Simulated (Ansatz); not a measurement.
Al2O3 (Corundum): relaxation of cell and atoms with PBEsol+D4

Crystal: Al2O3 (Corundum).

```
Al O
1.0
     2.38025    1.37424    4.33187
    -2.38025    1.37424    4.33187
     0.00000   -2.74848    4.33187
Al O
4 6
Direct
  0.85216 0.85216 0.85216
  0.64784 0.64784 0.64784
  0.14784 0.14784 0.14784
  0.35216 0.35216 0.35216
  0.05668 0.75000 0.44332
  0.75000 0.44332 0.05668
  0.44332 0.05668 0.75000
  0.94332 0.25000 0.55668
  0.25000 0.55668 0.94332
  0.55668 0.94332 0.25000
```

```json
{
  "Program": "Ansatz 0.2.0",
  "Task": "relaxation of cell and atoms",
  "Functional": "PBEsol",
  "Dispersion": "D4",
  "Potentials or basis": "Ansatz PAW",
  "Cutoff": "420 eV (not typed: the program's choice for these potentials)",
  "k mesh": "7 × 7 × 7",
  "Occupations": "fermi-dirac, width 0.05 eV",
  "Spin": "no spin polarisation"
}
```

```json
{"Relaxed volume": "8.47 Å³/atom", "Relaxed cell": "a = 5.120 Å, b = 5.120 Å, c = 5.120 Å, α = 55.36°, β = 55.36°, γ = 55.36°", "Space group after relaxing (to 0.05 Å)": "R-3c (No. 167)", "Energy gained by relaxing": "0.2 meV/atom", "Ionic steps": "6", "Pressure after relaxing": "0.0 GPa", "Band gap on the k mesh": "6.16 eV"}
```

The path:
```csv
step,energy change (eV),largest force (eV/Å),volume (Å³)
1,0.0000,0.0818,85.02
2,-0.0025,0.0497,84.85
3,-0.0041,0.0335,84.68
4,-0.0042,0.0087,84.69
5,-0.0043,0.0003,84.67
6,-0.0024,0.0003,84.67
```

Final structure:
```cif
data_structure
_symmetry_space_group_name_H-M 'P 1'
_symmetry_Int_Tables_number 1
_cell_length_a 5.1200
_cell_length_b 5.1200
_cell_length_c 5.1200
_cell_angle_alpha 55.360
_cell_angle_beta 55.360
_cell_angle_gamma 55.360
_cell_volume 84.67
loop_
_atom_site_label
_atom_site_type_symbol
_atom_site_fract_x
_atom_site_fract_y
_atom_site_fract_z
_atom_site_occupancy
Al1 Al 0.85207 0.85207 0.85207 1
Al2 Al 0.64793 0.64793 0.64793 1
Al3 Al 0.14793 0.14793 0.14793 1
Al4 Al 0.35207 0.35207 0.35207 1
O1 O 0.05597 0.75000 0.44403 1
O2 O 0.75000 0.44403 0.05597 1
O3 O 0.44403 0.05597 0.75000 1
O4 O 0.94403 0.25000 0.55597 1
O5 O 0.25000 0.55597 0.94403 1
O6 O 0.55597 0.94403 0.25000 1
```

Wall time 16 s on 4 threads of Intel(R) Xeon(R) Processor @ 2.70GHz, on a shared host, peak memory 0.48 GiB.

Caveat: odd divisions of the mesh miss points on the zone boundary, where band edges often lie, so the gap on the mesh can be too wide; the plane-wave basis is chosen anew once the cell has moved, so the energies of steps on either side of that aren't comparable; the pressure holds a Pulay correction of +0.9 GPa for the finite cutoff; the PAW data sets come from PBE, with cores solved anew for the run's functional, which leaves a small shift of forces and pressure. A k mesh can miss the band edges.
